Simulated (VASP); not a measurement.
**BaTe: optical spectrum**

Wanted: where BaTe absorbs light, and how strongly it screens. The cell is of the rock-salt type, one of the forms listed for this formula. The start is a cell from a database of measured crystal structures.

Calculated with VASP 6.6.1; PBE; plane waves and PAW (Ba_sv, Te), in the first sound run; inputs show where later runs differ.

The database entry behind the starting cell differs from later determinations by our own check (about 2.5 % short), so it need not match the best structure at ambient conditions.

## 1. The structure

It takes space group Fm-3m (No. 225, cubic). Conventional cell: a = 6.820 Å, b = 6.820 Å, c = 6.820 Å, α = 90.00°, β = 90.00°, γ = 90.00°. Ba has 6 Te at 3.41 Å nearest. Nearest to Te lie 6 Ba at 3.41 Å. Farther neighbours and most contacts between anions are not listed.

Structure file:

```xyz
2
Lattice="0.0000 3.4100 3.4100 3.4100 0.0000 3.4100 3.4100 3.4100 0.0000" Properties=species:S:1:pos:R:3 pbc="T T T"
Ba    0.0000    0.0000    0.0000
Te    3.4100    3.4100    3.4100
```

## 2. Ground state

The ground state comes first.

File INCAR:

```
SYSTEM = BaTe
PREC = Accurate
ENCUT = 400
EDIFF = 1E-07
NELM = 100
ISMEAR = 0
SIGMA = 0.05
LREAL = .FALSE.
ALGO = Normal
GGA = PE
NBANDS = 14
LORBIT = 11
LWAVE = .FALSE.
LCHARG = .FALSE.
KPAR = 4
```

File POSCAR:

```
BaTe
1.0
    0.0000000000      3.4100000000      3.4100000000
    3.4100000000      0.0000000000      3.4100000000
    3.4100000000      3.4100000000      0.0000000000
Ba Te
1 1
Direct
    0.0000000000      0.0000000000      0.0000000000
    0.5000000000      0.5000000000      0.5000000000
```

File KPOINTS:

```
Automatic mesh
0
Gamma
6 6 6
0 0 0
```

Potentials, in the order of the species: Ba_sv and Te (PBE family, release 64).

Started as:

```bash
mpirun -np 4 vasp_std
```

The log of the run:

```text
[banner, memory and clock lines left out]
running    4 mpi-ranks, on    1 nodes
 distrk:  each k-point on    1 cores,    4 groups
 distr:  one band on    1 cores,    1 groups

 POSCAR found type information on POSCAR BaTe
 POSCAR found :  2 types and       2 ions
 LDA part: xc-table for (Slater+PW92), standard interpolation
 POSCAR, INCAR and KPOINTS ok, starting setup
 FFT: planning ... GRIDC
 FFT: planning ... GRID_SOFT
 FFT: planning ... GRID
 WAVECAR not read
 entering main loop
       N       E                     dE             d eps       ncg     rms          rms(c)
DAV:   1     0.733387321504E+02    0.73339E+02   -0.54647E+03   448   0.778E+02
DAV:   2    -0.409154994246E+01   -0.77430E+02   -0.70977E+02   580   0.149E+02
DAV:   3    -0.848182126617E+01   -0.43903E+01   -0.43498E+01   590   0.387E+01
DAV:   4    -0.859608876093E+01   -0.11427E+00   -0.11423E+00   570   0.659E+00
DAV:   5    -0.860005656647E+01   -0.39678E-02   -0.39677E-02   624   0.969E-01    0.419E+00
DAV:   6    -0.850578384177E+01    0.94273E-01   -0.12401E-01   520   0.178E+00    0.277E+00
DAV:   7    -0.850701946129E+01   -0.12356E-02   -0.10683E-01   556   0.185E+00    0.788E-01
DAV:   8    -0.851095192971E+01   -0.39325E-02   -0.12815E-02   472   0.706E-01    0.196E-01
DAV:   9    -0.851137682550E+01   -0.42490E-03   -0.64339E-04   538   0.171E-01    0.467E-02
DAV:  10    -0.851152972821E+01   -0.15290E-03   -0.15339E-04   466   0.806E-02    0.171E-02
DAV:  11    -0.851155598045E+01   -0.26252E-04   -0.52217E-05   478   0.405E-02    0.184E-02
DAV:  12    -0.851155316397E+01    0.28165E-05   -0.72163E-06   568   0.164E-02    0.629E-03
DAV:  13    -0.851155365213E+01   -0.48816E-06   -0.34886E-07   514   0.394E-03    0.165E-03
DAV:  14    -0.851155372169E+01   -0.69567E-07   -0.22424E-08   290   0.984E-04
   1 F= -.85115537E+01 E0= -.85115537E+01  d E =-.108422E-15
```

Wall time 2.8 s (4 MPI ranks of Intel Xeon 6975P-C (Granite Rapids), shared host); peak memory 0.66 GiB; 8.5 s of CPU time.

Lines that name or quote the potential files are left out of all logs, and their timing lines are given in words.

From OUTCAR (step 2):

```text
ion  position               nearest neighbor table
   1  0.000  0.000  0.000-   2 3.41   2 3.41   2 3.41   2 3.41   2 3.41   2 3.41
   2  0.500  0.500  0.500-   1 3.41   1 3.41   1 3.41   1 3.41   1 3.41   1 3.41

  LATTYP: Found a face centered cubic cell.
 ALAT       =     6.8200000000

 Subroutine GETGRP returns: Found 48 space group operations
 (whereof 48 operations were pure point group operations)

The static configuration has the point symmetry O_h .

 Found     16 irreducible k-points:

   k-points           NKPTS =     16   k-points in BZ     NKDIM =     16   number of bands    NBANDS=     14

   dimension x,y,z NGX =    32 NGY =   32 NGZ =   32
   dimension x,y,z NGXF=    64 NGYF=   64 NGZF=   64

   ENCUT  =  400.0 eV  29.40 Ry    5.42 a.u.   7.86  7.86  7.86*2*pi/ulx,y,z

   NELECT =      16.0000    total number of electrons

 k-points in reciprocal lattice and weights: Automatic mesh
   0.00000000  0.00000000  0.00000000       0.005
   0.16666667  0.00000000  0.00000000       0.037
   0.33333333  0.00000000  0.00000000       0.037
   0.50000000  0.00000000  0.00000000       0.019
   0.16666667  0.16666667  0.00000000       0.028
   0.33333333  0.16666667  0.00000000       0.111
   0.50000000  0.16666667  0.00000000       0.111
  -0.33333333  0.16666667  0.00000000       0.111
  -0.16666667  0.16666667  0.00000000       0.056
[...]
-0.33333333  0.33333333  0.16666667       0.111
  -0.33333333  0.50000000  0.16666667       0.056

 average (electrostatic) potential at core
       1 -36.1522       2 -89.8506

 E-fermi :   3.0654

 k-point     1 :       0.0000    0.0000    0.0000
  band No.  band energies     occupation
    ...
      4      -9.2058      2.00000
      5      -6.9303      2.00000
      6       2.7966      2.00000
      7       2.7966      2.00000
      8       2.7966      2.00000
      9       5.6583      0.00000
     10       5.6583      0.00000
     11       5.6583      0.00000
     12       6.0227      0.00000
     13       6.3630      0.00000
    ...

 k-point     2 :       0.1667    0.0000    0.0000
  band No.  band energies     occupation
    ...
      4      -9.2092      2.00000
      5      -6.6593      2.00000
      6       1.9191      2.00000
      7       2.3501      2.00000
      8       2.3501      2.00000
      9       5.7509      0.00000
     10       6.0269      0.00000
     11       6.0269      0.00000
     12       7.1389      0.00000
     13       7.2253      0.00000
    ...

 k-point     3 :       0.3333    0.0000    0.0000
  band No.  band energies     occupation
    ...
      4      -9.2159      2.00000
      5      -6.1748      2.00000
      6       0.7857      2.00000
      7       1.7356      2.00000
      8       1.7356      2.00000
      9       6.2259      0.00000
     10       6.9736      0.00000
     11       6.9736      0.00000
     12       8.4994      0.00000
     13       9.0577      0.00000
    ...

  Total        2.1000675      2.1000675      2.1000675      0.0000000      0.0000000      0.0000000
  in kB       42.4278179     42.4278179     42.4278179      0.0000000      0.0000000      0.0000000
  external PRESSURE =      42.4278179 kB  Pullay stress =       0.0000000 kB

  energy-cutoff  :      400.00
  volume of cell :       79.30
      direct lattice vectors                 reciprocal lattice vectors
     0.000000000  3.410000000  3.410000000    -0.146627566  0.146627566  0.146627566
     3.410000000  0.000000000  3.410000000     0.146627566 -0.146627566  0.146627566
     3.410000000  3.410000000  0.000000000     0.146627566  0.146627566 -0.146627566

 POSITION                                       TOTAL-FORCE (eV/Angst)
 -----------------------------------------------------------------------------------
      0.00000      0.00000      0.00000        -0.000000     -0.000000     -0.000000
      3.41000      3.41000      3.41000         0.000000      0.000000      0.000000
 -----------------------------------------------------------------------------------
    total drift:                                0.000000     -0.000000     -0.000000

  FREE ENERGIE OF THE ION-ELECTRON SYSTEM (eV)
  ---------------------------------------------------
  free  energy   TOTEN  =        -8.5115537217 eV

  energy  without entropy=       -8.5115537217  energy(sigma->0) =       -8.51155372

 total charge
# of ion       s       p       d       tot
------------------------------------------
    1        2.014   5.612   0.311   7.937
    2        1.343   2.158   0.005   3.506
--------------------------------------------------
tot          3.357   7.771   0.316  11.443

[... 3 further parts left out ...]
```

The gap is read on the k-mesh alone, so it is an upper bound where the band edges lie off the mesh. Harder data sets than Ba_sv exist (the GW ones), and pressures, volumes and forces can shift noticeably with them.

This step gave:

```
free energy (TOTEN)            : -8.512 eV
Fermi energy                   : 3.065 eV
pressure                       : 4.243 GPa
gap on the k-mesh              : 1.328 eV
least direct gap on the k-mesh : 1.707 eV
```

The cell has a gap of 1.33 eV on this mesh and a pressure of +4.2 GPa, which holds the misfit of the given cell and coordinates with this functional, and any error of cutoff, mesh and data sets. Spin-orbit coupling is left out, which can shift or reorder these edges.

## 3. Spectrum

LOPTICS sums the direct transitions; the mesh is finer and NBANDS larger than for the ground state.

INCAR: that of step 2 with these lines changed.

```diff
@@ -10,4 +10,3 @@
 GGA = PE
-NBANDS = 14
-LORBIT = 11
+NBANDS = 44
 LWAVE = .FALSE.
@@ -15 +14,4 @@
 KPAR = 4
+LOPTICS = .TRUE.
+NEDOS = 2000
+CSHIFT = 0.2
```

POSCAR is that of step 2.

File KPOINTS:

```
Automatic mesh
0
Gamma
9 9 9
0 0 0
```

Started as:

```bash
mpirun -np 4 vasp_std
```

The log of the run:

```text
[... set-up lines as in an earlier step ...]
 entering main loop
       N       E                     dE             d eps       ncg     rms          rms(c)
DAV:   1     0.647594735163E+02    0.64759E+02   -0.43748E+03  3080   0.248E+02
DAV:   2    -0.598310208567E+01   -0.70743E+02   -0.66364E+02  3900   0.764E+01
DAV:   3    -0.856222321178E+01   -0.25791E+01   -0.25440E+01  3804   0.124E+01
DAV:   4    -0.860010162900E+01   -0.37878E-01   -0.37857E-01  3812   0.154E+00
DAV:   5    -0.860057179033E+01   -0.47016E-03   -0.47014E-03  3748   0.173E-01    0.419E+00
DAV:   6    -0.850695414020E+01    0.93618E-01   -0.14094E-02  3744   0.562E-01    0.267E+00
DAV:   7    -0.850752955703E+01   -0.57542E-03   -0.36865E-02  3816   0.573E-01    0.740E-01
DAV:   8    -0.851199754927E+01   -0.44680E-02   -0.45436E-03  3520   0.214E-01    0.206E-01
DAV:   9    -0.851227378775E+01   -0.27624E-03   -0.27830E-04  3780   0.467E-02    0.766E-02
DAV:  10    -0.851236335787E+01   -0.89570E-04   -0.48856E-05  3608   0.177E-02    0.176E-02
DAV:  11    -0.851237051847E+01   -0.71606E-05   -0.44621E-06  3832   0.639E-03    0.126E-02
DAV:  12    -0.851237070922E+01   -0.19075E-06   -0.83147E-07  3636   0.250E-03    0.304E-03
DAV:  13    -0.851237067858E+01    0.30639E-07   -0.24662E-07  3624   0.134E-03
   1 F= -.85123707E+01 E0= -.85123707E+01  d E =-.515808E-11
 optical routines
 imaginary and real dielectric function
 recalculating local potential from charge density
 direction            1
 direction            2
 direction            3
```

It took 7.6 s on 4 MPI ranks; peak memory 0.96 GiB.

Parts of OUTCAR (step 3):

```text
The static configuration has the point symmetry O_h .

 Found     35 irreducible k-points:

   k-points           NKPTS =     35   k-points in BZ     NKDIM =     35   number of bands    NBANDS=     44

   NELECT =      16.0000    total number of electrons

 E-fermi :   3.0012

 k-point     1 :       0.0000    0.0000    0.0000
  band No.  band energies     occupation
    ...
      4      -9.2053      2.00000
      5      -6.9317      2.00000
      6       2.7955      2.00000
      7       2.7955      2.00000
      8       2.7955      2.00000
      9       5.6583      0.00000
     10       5.6583      0.00000
     11       5.6583      0.00000
     12       6.0220      0.00000
     13       6.3629      0.00000
    ...

 k-point     2 :       0.1111    0.0000    0.0000
  band No.  band energies     occupation
    ...
      4      -9.2069      2.00000
      5      -6.8010      2.00000
      6       2.3316      2.00000
      7       2.5672      2.00000
      8       2.5672      2.00000
      9       5.7047      0.00000
     10       5.8301      0.00000
     11       5.8301      0.00000
     12       6.5794      0.00000
     13       6.7709      0.00000
    ...

  Total        2.0957199      2.0957199      2.0957199      0.0000000     -0.0000000      0.0000000
  in kB       42.3399842     42.3399842     42.3399842      0.0000000     -0.0000000      0.0000000
  external PRESSURE =      42.3399842 kB  Pullay stress =       0.0000000 kB

 POSITION                                       TOTAL-FORCE (eV/Angst)
 -----------------------------------------------------------------------------------
      0.00000      0.00000      0.00000         0.000000      0.000000     -0.000000
      3.41000      3.41000      3.41000        -0.000000     -0.000000      0.000000
 -----------------------------------------------------------------------------------
    total drift:                                0.000000     -0.000000     -0.000000

  FREE ENERGIE OF THE ION-ELECTRON SYSTEM (eV)
  ---------------------------------------------------
  free  energy   TOTEN  =        -8.5123706786 eV

  energy  without entropy=       -8.5123706786  energy(sigma->0) =       -8.51237068

 plasma frequency squared (from intraband transitions) (eV^2)
  --------------------------------------------------------------------------------------
       0.000       0.000      -0.000
       0.000       0.000      -0.000
       0.000       0.000       0.000

[... 6 parts as in an earlier step ...]

[... 6 further parts left out ...]
```

These are independent-particle spectra without excitons or local fields, and fine structure depends on the mesh and on CSHIFT.

This step gave:

```
Fermi energy                   : 3.001 eV
pressure                       : 4.234 GPa
gap on the k-mesh              : 1.360 eV
least direct gap on the k-mesh : 1.742 eV
```

Absorption under the direct gap is the tail of the CSHIFT broadening, and fine structure depends on the mesh. Imaginary dielectric function, xx against photon energy; read off at these points:

photon energy (eV), imaginary dielectric function, xx and a bar:
```
      0.0       0.00 
      1.0       0.24 #
      2.0       2.36 ########
      3.0       4.47 ###############
      4.0       6.25 ######################
      5.0       8.70 ##############################
      6.0       8.02 ############################
      7.0       4.93 #################
      8.0       2.02 #######
      9.0       1.22 ####
      9.5       2.05 #######
     10.0       1.28 ####
     11.0       0.88 ###
     12.0       1.00 ###
     13.0       0.85 ###
     14.0       0.94 ###
     15.0       1.12 ####
     16.0       1.43 #####
     17.0       2.25 ########
     17.2       2.41 ########
     18.0       1.93 #######
     19.0       0.59 ##
     20.0       0.55 ##
     21.0       0.62 ##
     22.0       0.33 #
     23.0       0.22 #
     24.0       0.21 #
```

Table of real dielectric function, xx by photon energy:

photon energy (eV), real dielectric function, xx and a bar from the least value:
```
      0.0       7.10 #########################
      0.5       7.21 #########################
      1.0       7.59 ###########################
      1.5       8.48 #############################
      2.0       8.90 ##############################
      2.5       8.08 ############################
      3.0       7.73 ###########################
      3.5       7.28 ##########################
      4.0       6.73 ########################
      4.5       5.43 #####################
      5.0       3.75 ################
      5.5       1.51 ##########
      6.0       0.28 #######
      6.5      -1.48 ##
      7.0      -2.15 #
      7.5      -2.35 
      8.0      -1.63 ##
      8.5      -0.79 ####
      9.0      -0.14 ######
      9.5      -0.03 ######
     10.0      -0.41 #####
     10.5      -0.17 ######
     11.0       0.05 ######
     11.5       0.44 #######
     12.0       0.54 ########
     12.5       0.46 #######
     13.0       0.63 ########
     13.5       0.75 ########
     14.0       0.95 #########
     14.5       1.05 #########
     15.0       0.98 #########
     15.5       1.09 #########
     16.0       1.18 #########
     16.5       0.98 #########
     17.0       0.83 ########
     17.5       0.06 ######
     18.0      -0.68 ####
     18.5      -0.86 ####
     19.0      -0.38 #####
     19.5      -0.13 ######
     20.0       0.10 #######
     20.5       0.09 #######
     21.0      -0.02 ######
     21.5      -0.02 ######
     22.0       0.03 ######
     22.5       0.11 #######
     23.0       0.23 #######
     23.5       0.26 #######
     24.0       0.27 #######
     24.5       0.32 #######
```

(Part 1 of 3 ends here.)

[Lines on the potential files, build, host, timing and source positions are cut from VASP's logs without a mark.]

[Logs are printed without paths, hosts, clocks, repeated set-up lines and the standing remarks that a program may print on its own settings, such as how far it seeks lower states.]

[Hosts, paths, dates, database ids (printed as entryN), source tags and the programs' standing remarks are cut or masked in the printed files.]
